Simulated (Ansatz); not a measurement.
# PbS: the cost of one run

Program: Ansatz 0.2.0. Level of theory: DFT PBE+D3(BJ), scalar-relativistic, plane waves, PAW. These are calculated values, not measurements.

1 further run of the same task is left out (it didn't finish).

## Step 1: The system as given

It takes space group Fm-3m (No. 225, cubic). The conventional cell has a = 5.934 Å, b = 5.934 Å, c = 5.934 Å, α = 90.00°, β = 90.00°, γ = 90.00°. Pb (site symmetry m-3m) has 6 S at 2.96 to 2.97 Å as nearest neighbours. Around S (site symmetry m-3m) lie 6 Pb at 2.96 to 2.97 Å.

Structure file:

```
CELL_PARAMETERS angstrom
2.09757 1.21103 3.42799
-2.09757 1.21103 3.42799
0.00000 -2.42206 3.42799
ATOMIC_POSITIONS crystal
Pb 0.97799 0.97799 0.97799
S 0.47761 0.47761 0.47761
```

It goes back to an entry of the Materials Project, which need not be the stable form.

This cell was relaxed beforehand with the same method: volume 26.12 Å³/atom, gap on the mesh 0.36 eV.

## Step 2: Dielectric function, independent particles

input.yaml

```yaml
crystal:
  lattice:
    - [2.0975659386, 1.2110302592, 3.4279856227]
    - [-2.0975659386, 1.2110302592, 3.4279856227]
    - [0.0, -2.4220605186, 3.4279856226]
  atoms:
    - { symbol: Pb, position: [0.9779892341, 0.9779892341, 0.9779892341] }
    - { symbol: S, position: [0.4776120959, 0.4776120959, 0.4776120959] }
basis:
  ecutwfc: 420
kpoints:
  mp_grid: { grid: [12, 12, 12] }
hamiltonian:
  xc: pbe
  dispersion: d3bj
scf:
  occupations: { method: gaussian, width: 0.02 }
  n_extra_bands: 12
output:
  forces: false
  stress: false
  eigenvalues: true
  optics: { e_range: [0, 14], sigma: 0.1, nscf_kmesh: { grid: [18, 18, 18] } }
checkpoint:
  read: start.run
  write: ck
  compress: false
  write_wavefunctions: false
  write_every: 100000
```

The run is started by

```console
> ansatz run input.yaml --threads 1 --pin off --max-ram 2560MiB --backend cpu --events-out ev --progress --plain --runs-dir out
```

Q: Estimate wall time and peak memory on 1 thread of Arm Neoverse V2, shared host.

About 3.2 min, with a peak of 1.6 GiB.
